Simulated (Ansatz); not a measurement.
Consider LaAlO₃ (space group R-3c, No. 167; a = 5.367 Å, c = 13.108 Å (hexagonal axes)). Axes: x lies along a and z along c of the hexagonal cell.

The values are results of r2SCAN (Ansatz, a first-principles code, PAW, no spin-orbit coupling), earlier PAW set, not measurements.

Before the change:

- Band gap = 4.38 eV
- Gap character = indirect, F → Γ

One thing is altered: compressive biaxial strain of 4.84 % in the plane normal to [001], as in epitaxy on a mismatched substrate; the out-of-plane cell vector and the atoms relax.

**Question.** What happens to the band gap?

**Answer.** The band gap falls by 0.51 eV, from 4.38 eV to 3.87 eV.

**Question.** How does this affect the out-of-plane strain?

**Answer.** The out-of-plane strain is +2.40 %.

**Question.** Estimate the effect on the in-plane stress.

**Answer.** The mean in-plane stress (compression positive) is +27.7 GPa.

**Question.** What does the calculation give for the gap character after the change?

**Answer.** The gap character changes from indirect, F → Γ to direct at Γ.

Whether these cells are dynamically stable was not tested.
